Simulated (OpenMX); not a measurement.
Ca:

```
CELL_PARAMETERS angstrom
0.00000 2.79420 2.79420
2.79420 0.00000 2.79420
2.79420 2.79420 0.00000
ATOMIC_POSITIONS crystal
Ca 0.00000 0.00000 0.00000
```

* Program: OpenMX 3.8.5
* Task: single point
* Functional: PBE
* Potentials or basis: OpenMX 2013 PBE set, Ca9.0-s3p2d1, grid cutoff 260 Ry
* k mesh: 9 × 9 × 9
* Occupations: fermi-dirac, width 0.05 eV
* Spin: no spin polarisation

On this cell: pressure -0.3 GPa; band gap on the k mesh none (metal or under the smearing width).

The same run follows on a disturbed copy (cell strained at random at fixed volume):

```
CELL_PARAMETERS angstrom
0.02261 2.80956 2.74477
2.75250 0.03962 2.72775
2.84984 2.88989 -0.05772
ATOMIC_POSITIONS crystal
Ca 0.99927 0.00324 0.99894
```

**Question.** What does the disturbed cell give?

**Answer.** The energy (extrapolated to zero smearing) moves by +4.9 meV/atom; pressure -0.3 GPa; band gap on the k mesh none (metal or under the smearing width).

Caveats: the basis of atomic orbitals isn't converged, which shifts pressures, moduli and gaps.
